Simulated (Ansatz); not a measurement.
Runs of Ansatz 0.2.0 on BN. It takes space group P6_3/mmc (No. 194, hexagonal). Conventional cell: a = 2.498 Å, b = 2.498 Å, c = 6.636 Å, α = 90.00°, β = 90.00°, γ = 120.00°. N (site symmetry -6m2) is surrounded by 3 B at 1.44 Å. B (site symmetry -6m2) is surrounded by 3 N at 1.44 Å. 

| task | level | cell | k mesh | smearing | atoms under strain | points for each segment of the path | gap on the mesh (eV) | pressure (GPa) |
| --- | --- | --- | --- | --- | --- | --- | --- | --- |
| single point | PBE | as given | 12 × 12 × 4 | gaussian 0.011 eV | - | - | 4.29 | 5.1 |
| elastic constants | LDA | as given | 9 × 9 × 3 | fixed | relaxed | - | 4.25 | -2.9 |
| relaxation of cell and atoms | PBE | relaxed | 12 × 12 × 4 | fermi-dirac 0.05 eV | - | - | 4.39 | 0.0 |
| band structure | LDA | as given | 12 × 12 × 4 | fermi-dirac 0.05 eV | - | 14 | (a) | -2.9 |
| band structure | PBE | as given | 12 × 12 × 4 | fermi-dirac 0.05 eV | - | 14 | 4.29 | 5.1 |

Alike in all rows: potentials or basis Ansatz PAW; no spin polarisation; cutoff (eV) 420.

Estimate the missing entries.

(a) 4.10.

Caveats: this functional lacks dispersion, which binds the layers, so the pressure and a relaxed spacing across them are unreliable (some runs); the PAW data sets come from PBE, with cores solved anew for the run's functional, which leaves a small shift of forces and pressure (some runs); odd divisions of the mesh miss points on the zone boundary, where band edges often lie, so the gap on the mesh can be too wide (some runs); the plane-wave basis is chosen anew once the cell has moved, so the energies of steps on either side of that aren't comparable (some runs); this functional lacks dispersion, which binds the layers, so the pressure and a relaxed spacing across them are unreliable, and here the layers came unbound (some runs).

A k mesh can miss the band edges.
